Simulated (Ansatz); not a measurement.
# Ni: strain energy, fitted

Ni, Fm-3m, a = 3.463 Å. Ansatz: PBEsol, PAW, 420 eV, Γ-centred 22×22×16 mesh on 2 atoms, Gaussian smearing 0.10 eV; collinear spin, largest moment 0.7 μB. Series: uniaxial strain along c, with a, b and atoms relaxed; x is the strain in per cent. The axes a, b, c are those of the computed cell (2.449, 2.449, 3.463 Å), along [1 1 0], [-1 1 0], [0 0 1] of the cell named above. y is the free energy over the unstrained cell, V0 = 10.384 Å³/atom.

| x (%) | y (meV/atom) |
| --- | --- |
| -3.0 | ? |
| -2.0 | 2.23 |
| -1.0 | 0.54 |
| 0.0 | 0.00 |
| 1.0 | 0.67 |
| 2.0 | 2.58 |
| 3.0 | 5.74 |

Q: Fit y = c2 x² + c3 x³ to the other rows, turn c2 into a modulus, and predict the missing energy.

A: Least squares on the rows shown. y = 0.5932 x² + 0.01603 x³. In eV per unit strain² c2 is 5.932; this is Young's modulus along the axis (E = ½ Y V0 ε²): 2 × 5.932 × 160.2 / (10.384) = 183 GPa. With a term in x⁴ added, the coefficient of x² becomes 0.6230, 5 % more, which shows how far this figure hangs on the form. At x = -3.0 the fit asked for gives 4.91 meV/atom. The run gave 5.05 meV/atom, so the fit is 0.14 meV/atom too low, a small miss on the scale of the series.